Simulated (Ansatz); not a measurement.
Crystal: As.

```xyz
1
Lattice="2.7037 0.0000 0.0000 0.0000 2.7037 0.0000 0.0000 0.0000 2.7037" Properties=species:S:1:pos:R:3 pbc="T T T"
As    1.3518    1.3518    1.3518
```

This isn't the form of As at room conditions, which is rhombohedral.

| Quantity | Value |
| --- | --- |
| Program | Ansatz 0.2.0 |
| Task | relaxation of cell and atoms |
| Functional | PBEsol |
| Dispersion | D4 |
| Potentials or basis | Ansatz PAW |
| Cutoff | 420 eV (not typed: the program's choice for these potentials) |
| k mesh | 10 × 10 × 10 |
| Occupations | fermi-dirac, width 0.05 eV |
| Spin | no spin polarisation |

At the start: volume 19.76 Å³/atom.

Task: How do energy, volume and symmetry change on relaxing?

Result: It ends after 5 steps and the volume is 18.95 Å³/atom (-4.1 %); space group Pm-3m (No. 221, to 0.05 Å).

Step by step:
```tsv
step	energy change (eV)	largest force (eV/Å)	volume (Å³)
1	0.0000	0.0000	19.76
2	-0.0080	0.0000	18.61
3	-0.0098	0.0000	18.98
4	-0.0099	0.0000	18.95
5	-0.0097	0.0000	18.95
```

Final structure:
```
As
1.0
     2.66617    0.00000    0.00000
     0.00000    2.66617    0.00000
     0.00000    0.00000    2.66617
As
1
Direct
  0.50000 0.50000 0.50000
```

Caveat: the plane-wave basis is chosen anew once the cell has moved, so the energies of steps on either side of that aren't comparable; pairwise dispersion overbinds metals, which lowers pressure and volume; the PAW data sets come from PBE, with cores solved anew for the run's functional, which leaves a small shift of forces and pressure.
